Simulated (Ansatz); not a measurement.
# TePb under changes of volume

One of the cells (33.730 Å³/atom); the others are scaled copies at fixed shape and fractional positions:

```
Pb Te
1.0
     0.00000    3.23100    3.23100
     3.23100    0.00000    3.23100
     3.23100    3.23100    0.00000
Pb Te
1 1
Direct
  0.00000 0.00000 0.00000
  0.50000 0.50000 0.50000
```

```yaml
Program: Ansatz 0.2.0
Functional: PBE
Potentials_or_basis: SPMS NC
Cutoff: "680 eV (not typed: the program's choice for these potentials)"
k_mesh: 7 × 7 × 7
Occupations: fermi-dirac, width 0.05 eV
Spin: no spin polarisation
```

```csv
volume (Å³/atom),energy over the lowest point (meV/atom),pressure (GPa)
31.706,?,?
32.380,36.19,4.2
33.055,20.86,3.1
33.730,10.01,2.1
34.404,3.19,1.2
35.079,0.00,0.4
35.753,0.09,-0.4
```

Task: What does the run at 31.706 Å³/atom give?

Result: Energy over the lowest point 56.52 meV/atom; pressure 5.5 GPa.

Worked out: A Birch-Murnaghan fit of order 3 (a polynomial in V^(-2/3)) to the other rows has its minimum at 35.39 Å³/atom with B0 = V·E''(V) = 39 GPa and B' = 4.4. It gives 56.45 meV/atom at 31.706 Å³/atom, against the run's 56.52, and -dE/dV = 5.4 GPa, against 5.5.

Energies are extrapolated to zero smearing.
